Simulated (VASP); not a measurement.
# ZnSe (Stilleite) (F-43m) in VASP: a series of runs

Runs on ZnSe (Stilleite). Level: PBE+D3(BJ). Tasks: relaxation of cell and atoms.

Everything below comes from runs of VASP 6.6.1. Logs are shortened: lines on timing, memory, paths and dates and some standing lists are left out, and cuts for length are marked.

## Step 1: The crystal as given

It takes space group F-43m (No. 216, cubic). Conventional cell: a = 5.668 Å, b = 5.668 Å, c = 5.668 Å, α = 90.00°, β = 90.00°, γ = 90.00°. Around Zn (site symmetry -43m) lie 4 Se at 2.45 Å. Se (site symmetry -43m) is surrounded by 4 Zn at 2.45 Å.

## Step 2: Relaxation of cell and atoms, PBE+D3(BJ)

The input, INCAR:

```
ALGO = Normal
EDIFF = 1E-6
EDIFFG = -0.01
ENCUT = 600
GGA = PE
IBRION = 2
ISIF = 3
ISMEAR = 0
IVDW = 12
LASPH = T
LCHARG = F
LREAL = F
LWAVE = F
NELM = 80
NSW = 90
PREC = Accurate
SIGMA = 0.03
```

The input, KPOINTS:

```
k-points
0
Gamma
  8 8 8
```

The input, POSCAR:

```
ZnSe
1.0
    0.0000000000      2.8338000000      2.8338000000
    2.8338000000      0.0000000000      2.8338000000
    2.8338000000      2.8338000000      0.0000000000
Zn Se
1 1
Direct
    0.0000000000      0.0000000000      0.0000000000
    0.2500000000      0.2500000000      0.2500000000
```

Potentials or basis: VASP PAW PBE potentials, release 64 (Zn, Se).

Run with:

```
$ cat potpaw_PBE.64/Zn/POTCAR potpaw_PBE.64/Se/POTCAR > POTCAR
$ mpirun -np 1 vasp_std > vasp.out
```

OUTCAR:

```text
EDIFF = 1E-6
   EDIFFG = -0.01
   ENCUT = 600
   GGA = PE
   IBRION = 2
   ISIF = 3
   ISMEAR = 0
   IVDW = 12
   LASPH = T
   LREAL = F
   NELM = 80
   NSW = 90
   PREC = Accurate
 IVDW          = 12

 ion  position               nearest neighbor table
   1  0.000  0.000  0.000-   2 2.45   2 2.45   2 2.45   2 2.45
   2  0.250  0.250  0.250-   1 2.45   1 2.45   1 2.45   1 2.45

  LATTYP: Found a face centered cubic cell.
 ALAT       =     5.6676000000

  Lattice vectors:

 A1 = (   0.0000000000,   2.8338000000,   2.8338000000)
 A2 = (   2.8338000000,   0.0000000000,   2.8338000000)
 A3 = (   2.8338000000,   2.8338000000,   0.0000000000)

Analysis of symmetry for initial positions (statically):
=====================================================================
 Subroutine PRICEL returns:
 Original cell was already a primitive cell.

 Routine SETGRP: Setting up the symmetry group for a
 face centered cubic supercell.

 Subroutine GETGRP returns: Found 24 space group operations
 (whereof 24 operations were pure point group operations)
 out of a pool of 48 trial point group operations.

The static configuration has the point symmetry T_d .

Analysis of symmetry for dynamics (positions and initial velocities):
=====================================================================
 Subroutine PRICEL returns:
 Original cell was already a primitive cell.

 Routine SETGRP: Setting up the symmetry group for a
 face centered cubic supercell.

 Subroutine GETGRP returns: Found 24 space group operations
 (whereof 24 operations were pure point group operations)
 out of a pool of 48 trial point group operations.

The dynamic configuration has the point symmetry T_d .

 Subroutine INISYM returns: Found 24 space group operations
 (whereof 24 operations are pure point group operations),
 and found     1 'primitive' translations

----------------------------------------------------------------------------------------

                                     Primitive cell

  volume of cell :      45.5132

  direct lattice vectors                    reciprocal lattice vectors
     0.000000000  2.833800000  2.833800000    -0.176441527  0.176441527  0.176441527
     2.833800000  0.000000000  2.833800000     0.176441527 -0.176441527  0.176441527
     2.833800000  2.833800000  0.000000000     0.176441527  0.176441527 -0.176441527

  length of vectors
     4.007598393  4.007598393  4.007598393     0.305605690  0.305605690  0.305605690

  position of ions in fractional coordinates (direct lattice)
     0.000000000  0.000000000  0.000000000
     0.250000000  0.250000000  0.250000000

  ion indices of the primitive-cell ions
   primitive index   ion index
                 1           1
                 2           2

----------------------------------------------------------------------------------------

 KPOINTS: k-points

Automatic generation of k-mesh.
 Grid dimensions read from file:
 generate k-points for:    8    8    8

 Generating k-lattice:

  Cartesian coordinates                     Fractional coordinates (reciprocal lattice)
    -0.022055191  0.022055191  0.022055191     0.125000000  0.000000000  0.000000000
     0.022055191 -0.022055191  0.022055191     0.000000000  0.125000000  0.000000000
     0.022055191  0.022055191 -0.022055191     0.000000000  0.000000000  0.125000000

  Length of vectors
     0.038200711  0.038200711  0.038200711

  Shift w.r.t. Gamma in fractional coordinates (k-lattice)
     0.000000000  0.000000000  0.000000000

 Subroutine IBZKPT returns following result:
 ===========================================

 Found     29 irreducible k-points:

 Following reciprocal coordinates:
            Coordinates               Weight
  0.000000  0.000000  0.000000      1.000000
  0.125000  0.000000  0.000000      8.000000
  0.250000  0.000000  0.000000      8.000000
  0.375000  0.000000  0.000000      8.000000
[... 58 lines left out ...]
     AMIX     =   0.40;   BMIX     =  1.00
     AMIX_MAG =   1.60;   BMIX_MAG =  1.00
  volume/ion in A,a.u.               =      22.76       153.57
  Fermi-wavevector in a.u.,A,eV,Ry     =   1.201673  2.270834 19.647073  1.444019
  Thomas-Fermi vector in A             =   2.337476
   LORBIT       =      0    0 simple, 1 ext, 2 COOP (PROOUT), +10 PAW based schemes
   GGA     = PE    functional components
   LHFCALC =     F    Hartree Fock is set to
   AEXX    =    0.0000 exact exchange contribution
   IVDW    =    12    specifies the selected vdW correction
   LEPSILON=     F    determine dielectric tensor
   LRPA    =     F    only Hartree local field effects (RPA)
 conjugate gradient relaxation of ions
 non-spin polarized calculation
 Gauss-broadening in eV      SIGMA  =   0.03
  energy-cutoff  :      600.00
  volume of cell :       45.51
 maximum number of plane-waves:      1540
   NGX = 17   NGY = 17   NGZ = 17

--------------------------------------- Ionic step        1  -------------------------------------------

 number of electron      17.9999991 magnetization

 Free energy of the ion-electron system (eV)
  ---------------------------------------------------
  ext. energy  EPLUGINS =         0.00000000
  ---------------------------------------------------
  free energy    TOTEN  =        -6.01988494 eV

  energy without entropy =       -6.01988494  energy(sigma->0) =       -6.01988494

------------------------ aborting loop because EDIFF is reached ----------------------------------------

 Edisp (eV)   -0.64454

 E8    (eV) :    -0.2695

  FORCE on cell =-STRESS in cart. coord.  units (eV):
  Direction    XX          YY          ZZ          XY          YZ          ZX
  --------------------------------------------------------------------------------------
  -------------------------------------------------------------------------------------
  Total      -0.05260    -0.05260    -0.05260    -0.00000     0.00000     0.00000
  in kB      -1.85169    -1.85169    -1.85169    -0.00000     0.00000     0.00000
  external pressure =       -1.85 kB  Pullay stress =        0.00 kB

 VOLUME and BASIS-vectors are now :
 -----------------------------------------------------------------------------
  energy-cutoff  :      600.00
  volume of cell :       45.51
      direct lattice vectors                 reciprocal lattice vectors
     0.000000000  2.833800000  2.833800000    -0.176441527  0.176441527  0.176441527
     2.833800000  0.000000000  2.833800000     0.176441527 -0.176441527  0.176441527
     2.833800000  2.833800000  0.000000000     0.176441527  0.176441527 -0.176441527

 POSITION                                       TOTAL-FORCE (eV/Angst)
 -----------------------------------------------------------------------------------
      0.00000      0.00000      0.00000         0.000000      0.000000      0.000000
      1.41690      1.41690      1.41690        -0.000000     -0.000000     -0.000000
 -----------------------------------------------------------------------------------
    total drift:                                0.000000      0.000000      0.000000

  FREE ENERGIE OF THE ION-ELECTRON SYSTEM (eV)
  ---------------------------------------------------
  free  energy   TOTEN  =        -6.6644286266 eV

  energy  without entropy=       -6.6644286266  energy(sigma->0) =       -6.66442863

--------------------------------------- Ionic step        2  -------------------------------------------

 number of electron      17.9999989 magnetization

 Free energy of the ion-electron system (eV)
  ---------------------------------------------------
  ext. energy  EPLUGINS =         0.00000000
  ---------------------------------------------------
  free energy    TOTEN  =        -6.01724242 eV

  energy without entropy =       -6.01724242  energy(sigma->0) =       -6.01724242

 E-fermi :   1.8171     XC(G=0):  -9.3388

 val. band max:        1.6459713616   @ k =   0.0000   0.0000   0.0000
 cond. band min:       2.9517823002   @ k =   0.0000   0.0000   0.0000
 fundamental gap:      1.3058109386
 Fermi energy:         1.8171266964

 k-point     1 :       0.0000    0.0000    0.0000
  band No.  band energies     occupation
      1     -11.6377      2.00000
      2      -4.9142      2.00000
      3      -4.9142      2.00000
      4      -4.9142      2.00000
      5      -4.5410      2.00000
      6      -4.5410      2.00000
      7       1.6460      2.00000
      8       1.6460      2.00000
      9       1.6460      2.00000
     10       2.9518      0.00000
     11       7.4452      0.00000
     12       7.4452      0.00000
     13       7.4452      0.00000
[... 354 lines left out ...]
  band No.  band energies     occupation
      1     -10.7093      2.00000
      2      -4.8102      2.00000
      3      -4.7723      2.00000
      4      -4.5735      2.00000
      5      -4.5340      2.00000
      6      -4.3301      2.00000
      7      -3.2686      2.00000
      8      -0.7764      2.00000
      9       0.1721      2.00000
     10       5.8856      0.00000
     11       7.1911      0.00000
     12       9.0649      0.00000
     13      10.3289      0.00000

 [... further k-points ...]

------------------------ aborting loop because EDIFF is reached ----------------------------------------

 Edisp (eV)   -0.64728

 E8    (eV) :    -0.2707

  FORCE on cell =-STRESS in cart. coord.  units (eV):
  Direction    XX          YY          ZZ          XY          YZ          ZX
  --------------------------------------------------------------------------------------
  -------------------------------------------------------------------------------------
  Total       0.00399     0.00399     0.00399     0.00000     0.00000     0.00000
  in kB       0.14092     0.14092     0.14092     0.00000     0.00000     0.00000
  external pressure =        0.14 kB  Pullay stress =        0.00 kB

 VOLUME and BASIS-vectors are now :
 -----------------------------------------------------------------------------
  energy-cutoff  :      600.00
  volume of cell :       45.34
      direct lattice vectors                 reciprocal lattice vectors
    -0.000000000  2.830204457  2.830204457    -0.176665682  0.176665682  0.176665682
     2.830204457  0.000000000  2.830204457     0.176665682 -0.176665682  0.176665682
     2.830204457  2.830204457 -0.000000000     0.176665682  0.176665682 -0.176665682

 POSITION                                       TOTAL-FORCE (eV/Angst)
 -----------------------------------------------------------------------------------
      0.00000      0.00000      0.00000         0.000000     -0.000000     -0.000000
      1.41510      1.41510      1.41510        -0.000000      0.000000      0.000000
 -----------------------------------------------------------------------------------
    total drift:                                0.000000      0.000000      0.000000

  FREE ENERGIE OF THE ION-ELECTRON SYSTEM (eV)
  ---------------------------------------------------
  free  energy   TOTEN  =        -6.6645195716 eV

  energy  without entropy=       -6.6645195716  energy(sigma->0) =       -6.66451957

 reached required accuracy - stopping structural energy minimisation
```

Run time: 14 s. Hardware: 1 thread of Intel Xeon 6975P-C (Granite Rapids), shared host; peak memory 0.2 GiB.

Results:

- Free energy: -6.6645 eV
- Relaxed volume: 22.67 Å³/atom
- Relaxed cell: a = 4.003 Å, b = 4.003 Å, c = 4.003 Å, α = 60.00°, β = 60.00°, γ = 60.00°
- Space group after relaxing (to 0.05 Å): F-43m (No. 216)
- Energy gained by relaxing: 0.0 meV/atom
- Ionic steps: 2
- Pressure after relaxing: 0.0 GPa
- Band gap on the k mesh: 1.31 eV, direct
- Dispersion energy per atom: -0.324 eV

Final structure:
```xyz
2
Lattice="0.0000 2.8302 2.8302 2.8302 0.0000 2.8302 2.8302 2.8302 0.0000" Properties=species:S:1:pos:R:3 pbc="T T T"
Zn    0.0000    0.0000    0.0000
Se    1.4151    1.4151    1.4151
```

PBE gaps usually lie below the measured ones, often by a third to a half.

## Step 3: Relaxation of cell and atoms, PBE+D3(BJ)

This run uses another cell than the first one, of 22.67 Å³/atom, 0.996 times its volume.

INCAR, as its differences from that of step 2:

```diff
@@ -1,4 +1,4 @@
 ALGO = Normal
-EDIFF = 1E-6
-EDIFFG = -0.01
+EDIFF = 1E-7
+EDIFFG = -0.005
 ENCUT = 600
```

KPOINTS is that of step 2.

The input, POSCAR:

```
ZnSe                                    
1.0
   -0.0000000000      2.8302044567      2.8302044567
    2.8302044567      0.0000000000      2.8302044567
    2.8302044567      2.8302044567     -0.0000000000
  Zn              Se            
     1     1
Direct
     0.0000000000000000    0.0000000000000000    0.0000000000000000
     0.2500000000000000    0.2500000000000000    0.2500000000000000
```

Potentials or basis: VASP PAW PBE potentials, release 64 (Zn, Se).

Run with:

```
$ cat potpaw_PBE.64/Zn/POTCAR potpaw_PBE.64/Se/POTCAR > POTCAR
$ mpirun -np 1 vasp_std > vasp.out
```

It took 14 s on 1 thread of Intel Xeon 6975P-C (Granite Rapids), shared host; peak memory 0.2 GiB.

It converged, with:

```
Free energy                            : -6.6645 eV
Relaxed volume                         : 22.69 Å³/atom
Relaxed cell                           : a = 4.004 Å, b = 4.004 Å, c = 4.004 Å, α = 60.00°, β = 60.00°, γ = 60.00°
Space group after relaxing (to 0.05 Å) : F-43m (No. 216)
Energy gained by relaxing              : 0.0 meV/atom
Ionic steps                            : 2
Pressure after relaxing                : 0.0 GPa
Band gap on the k mesh                 : 1.30 eV, direct
Dispersion energy per atom             : -0.323 eV
```

Final structure:
```xyz
2
Lattice="0.0000 2.8312 2.8312 2.8312 0.0000 2.8312 2.8312 2.8312 0.0000" Properties=species:S:1:pos:R:3 pbc="T T T"
Zn    5.6624    5.6624    5.6624
Se    1.4156    1.4156    1.4156
```

Levels at points of the mesh, in eV from the valence-band top:
| k point | band 7 | band 8 | band 9 | band 10 | band 11 | band 12 |
| --- | --- | --- | --- | --- | --- | --- |
| (0.00, 0.00, 0.00) | 0.00 | 0.00 | 0.00 | 1.30 | 5.80 | 5.80 |
| (0.50, 0.00, 0.00) | -5.25 | -0.87 | -0.87 | 2.55 | 6.38 | 6.38 |
| (0.50, 0.50, 0.00) | -4.77 | -2.20 | -2.20 | 2.98 | 3.46 | 10.76 |
